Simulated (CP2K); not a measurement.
Runs of CP2K 2026.2 on Sn. The structure is tetragonal, space group I4_1/amd (No. 141). The conventional cell has a = 5.880 Å, b = 5.880 Å, c = 3.199 Å, α = 90.00°, β = 90.00°, γ = 90.00°. Sn (site symmetry -4m2) has 6 Sn at 3.05 to 3.20 Å as nearest neighbours. 

| task | level | potentials or basis | cell | k mesh | smearing | EPS_DEFAULT | k points reduced by the point group | NGRIDS | basis sets | potentials | gap on the mesh (eV) | pressure (GPa) | V0 of scaled cells (Å³/atom) | relaxed volume (Å³/atom) | B0 (GPa) | largest force (eV/Å) |
| --- | --- | --- | --- | --- | --- | --- | --- | --- | --- | --- | --- | --- | --- | --- | --- | --- |
| equation of state | PBE | POTENTIAL_UZH Sn GTH-PBE-q14; TZVP-MOLOPT-PBE-GTH basis | as given | 9 × 9 × 9 | fermi-dirac 0.05 eV | 1.0E-10 | yes | 4 | Sn TZVP-MOLOPT-PBE-GTH-q14 | Sn GTH-PBE-q14 of POTENTIAL_UZH | - | - | 28.42 | - | 47 | - |
| equation of state | PBE | POTENTIAL_UZH Sn GTH-PBE-q4; TZVP-MOLOPT-PBE-GTH basis | as given | 9 × 9 × 9 | fermi-dirac 0.05 eV | 1.0E-10 | yes | 4 | Sn TZVP-MOLOPT-PBE-GTH-q4 | Sn GTH-PBE-q4 of POTENTIAL_UZH | - | - | (d) | - | 46 | - |
| band structure | r2SCAN | POTENTIAL_UZH Sn GTH-SCAN-q4; TZVP-MOLOPT-SCAN-GTH basis | as given | 9 × 9 × 9 | fermi-dirac 0.05 eV | 1.0E-9 | yes | 4 | Sn TZVP-MOLOPT-SCAN-GTH-q4 | Sn GTH-SCAN-q4 of POTENTIAL_UZH | none | -3.5 | - | - | - | - |
| relaxation of cell and atoms | LDA | GTH_POTENTIALS Sn GTH-PADE-q4; TZVP-MOLOPT-PBE-GTH basis | relaxed | 7 × 7 × 7 | fermi-dirac 0.0259 eV | 1.0E-9 | - | 5 | Sn TZVP-MOLOPT-PBE-GTH-q4 | Sn GTH-PADE-q4 of GTH_POTENTIALS | none | 0.0 | - | 25.87 | - | 0.01 |
| relaxation of cell and atoms | PBEsol | POTENTIAL_UZH Sn GTH-PBE-q4; TZVP-MOLOPT-PBE-GTH basis | relaxed | 7 × 7 × 7 | fermi-dirac 0.05 eV | 1.0E-9 | - | 4 | Sn TZVP-MOLOPT-PBE-GTH-q4 | Sn GTH-PBE-q4 of POTENTIAL_UZH | none | 0.0 | - | (c) | - | 0.01 |
| single point | PBE | POTENTIAL_UZH Sn GTH-PBE-q4; TZVP-MOLOPT-PBE-GTH basis | the cell as VASP's run set it | 9 × 9 × 9 | gaussian 0.1 eV | 1.0E-10 | yes | 4 | Sn TZVP-MOLOPT-PBE-GTH-q4 | Sn GTH-PBE-q4 of POTENTIAL_UZH | none | (b) | - | - | - | - |
| band structure | r2SCAN | POTENTIAL_UZH Sn GTH-SCAN-q4; TZVP-MOLOPT-SCAN-GTH basis | as given | 9 × 9 × 9 | fermi-dirac 0.0259 eV | 1.0E-9 | yes | 5 | Sn TZVP-MOLOPT-SCAN-GTH-q4 | Sn GTH-SCAN-q4 of POTENTIAL_UZH | none | -3.5 | - | - | - | - |
| equation of state | PBEsol | POTENTIAL_UZH Sn GTH-PBE-q4; TZVP-MOLOPT-PBE-GTH basis | as given | 9 × 9 × 9 | fermi-dirac 0.05 eV | 1.0E-10 | yes | 4 | Sn TZVP-MOLOPT-PBE-GTH-q4 | Sn GTH-PBE-q4 of POTENTIAL_UZH | - | - | 28.58 | - | 50 | - |
| relaxation of cell and atoms | PBEsol | POTENTIAL_UZH Sn GTH-PBE-q4; TZVP-MOLOPT-PBE-GTH basis | relaxed | 7 × 7 × 7 | fermi-dirac 0.0259 eV | 1.0E-9 | - | 5 | Sn TZVP-MOLOPT-PBE-GTH-q4 | Sn GTH-PBE-q4 of POTENTIAL_UZH | none | 0.0 | - | 28.50 | - | 0.02 |
| band structure | PBEsol | POTENTIAL_UZH Sn GTH-PBE-q4; TZVP-MOLOPT-PBE-GTH basis | as given | 9 × 9 × 9 | fermi-dirac 0.05 eV | 1.0E-10 | yes | 4 | Sn TZVP-MOLOPT-PBE-GTH-q4 | Sn GTH-PBE-q4 of POTENTIAL_UZH | none | (a) | - | - | - | - |
| relaxation of cell and atoms | PBE | POTENTIAL_UZH Sn GTH-PBE-q4; TZVP-MOLOPT-PBE-GTH basis | relaxed | 7 × 7 × 7 | fermi-dirac 0.05 eV | 1.0E-9 | - | 4 | Sn TZVP-MOLOPT-PBE-GTH-q4 | Sn GTH-PBE-q4 of POTENTIAL_UZH | none | 0.0 | - | 28.89 | - | 0.02 |
| band structure | LDA | GTH_POTENTIALS Sn GTH-PADE-q4; TZVP-MOLOPT-PBE-GTH basis | as given | 9 × 9 × 9 | fermi-dirac 0.0259 eV | 1.0E-9 | yes | 4 | Sn TZVP-MOLOPT-PBE-GTH-q4 | Sn GTH-PADE-q4 of GTH_POTENTIALS | none | -3.1 | - | - | - | - |

Alike in all rows: no spin polarisation.

Fill in the values left out.

(a) 1.8; (b) 2.4; (c) 28.48; (d) 28.99.

Caveats: the basis of atomic orbitals isn't converged, which shifts pressures, moduli and gaps; the potentials were made for another functional, which shifts forces and pressure (some runs); the cell was scaled at fixed shape and fractional positions, which overstates the stiffness of a crystal with free parameters, most of all of layers and chains (some runs).

A k mesh can miss the band edges, and the runs leave out spin-orbit coupling on Sn.

A gap of «none» marks a metal or a gap under the smearing width.

Not every run made on this cell is shown here.
